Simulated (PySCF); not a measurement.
# C5H5N: the cost of one run

The runs use PySCF 2.14.0, with density-fitted response routines of our own; the level of theory stands in each step. All values are computed, except where a source is named. Atoms count from 0, in the outputs and in this text.

## (1) Starting geometry

11 atoms, charge 0, multiplicity 1; geometry from: MMFF94s. The atoms were then displaced at random by about 0.03 Å, so the start is not that level's minimum.

Bonds of the start (Å): C0–C1 1.40, C1–C2 1.36, C2–N3 1.51, N3–C4 1.26, C4–C5 1.42, C5–C0 1.30, C0–H6 1.16, C1–H7 1.03, C2–H8 1.03, C4–H9 1.09, C5–H10 1.06.

## (2) Relaxing the molecule at PBE0-D3(BJ)/def2-SVP

Job settings and geometry (Å):

```
{"job": {"xc": "PBE0", "basis": "def2-SVP", "d3": "d3bj", "grid": 1, "shake": 0.03, "kind": "geom"}, "charge": 0, "multiplicity": 1}
C     -0.328700     1.040970     0.033170
C     -1.297730     0.052450    -0.174070
C     -0.837540    -1.231820    -0.210220
N      0.631050    -1.516250    -0.038690
C      1.363750    -0.501330     0.121130
C      0.951980     0.857030     0.177220
H     -0.718920     2.136990     0.040280
H     -2.295100     0.263350    -0.313340
H     -1.437400    -2.063090    -0.269930
H      2.409960    -0.754560     0.305880
H      1.656710     1.630770     0.359470
```

Launch:

```bash
> OMP_NUM_THREADS=1 python probes_run.py task.json out
```

One launch serves the whole session: the jobs run in the order shown.

**Question.** How long does this first job take on 1 thread of Arm Neoverse V1, shared host, and how much memory does it need?

About 42 s, with a peak of 0.45 GiB.
